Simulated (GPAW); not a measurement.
## NbP: single point with PBEsol

NbP:

```xyz
4
Lattice="-1.6749 1.6749 5.7401 1.6749 -1.6749 5.7401 1.6749 1.6749 -5.7401" Properties=species:S:1:pos:R:3 pbc="T T T"
Nb    1.6749    0.0000    2.8687
Nb    0.0000    0.0000    5.7387
P     0.0000    1.6749    3.8200
P     0.0000    0.0000    0.9500
```

The cell is a database's computed one.

* Program: GPAW 26.7.0
* Task: single point
* Functional: PBEsol
* Potentials or basis: PAW data sets generated in the run's folder for this functional
* Cutoff: 600 eV
* Basis: pw
* k mesh: 11 × 11 × 11
* Occupations: fermi-dirac, width 0.05 eV
* Spin: no spin polarisation
* Ranks: 4
* Maxiter: 150

| Item | Value |
| --- | --- |
| Pressure | -6.7 GPa |
| Largest force | 0.015 eV/Å |
| Band gap on the k mesh | none (metal or under the smearing width) |

Forces on the atoms (eV/Å):
```
Nb   0.000  0.000  0.015
Nb   0.000  0.000  0.015
P    0.000  0.000 -0.015
P    0.000  0.000 -0.015
```

Stress tensor (GPa, compression positive):
```
-6.63  0.00  0.00
 0.00 -6.63  0.00
 0.00  0.00 -6.83
```

Levels at points of the mesh, in eV from the Fermi level:
```tsv
k point	band 16	band 17	band 18	band 19	band 20	band 21
(0.00, 0.00, 0.00)	-1.72	-1.34	-1.34	0.84	1.60	2.64
```

Wall time 3.5 min on 4 MPI ranks on Arm Neoverse V1 (shared host), peak memory 0.35 GiB a rank.

Caveat: the program warned that so skewed a cell can give wrong results.
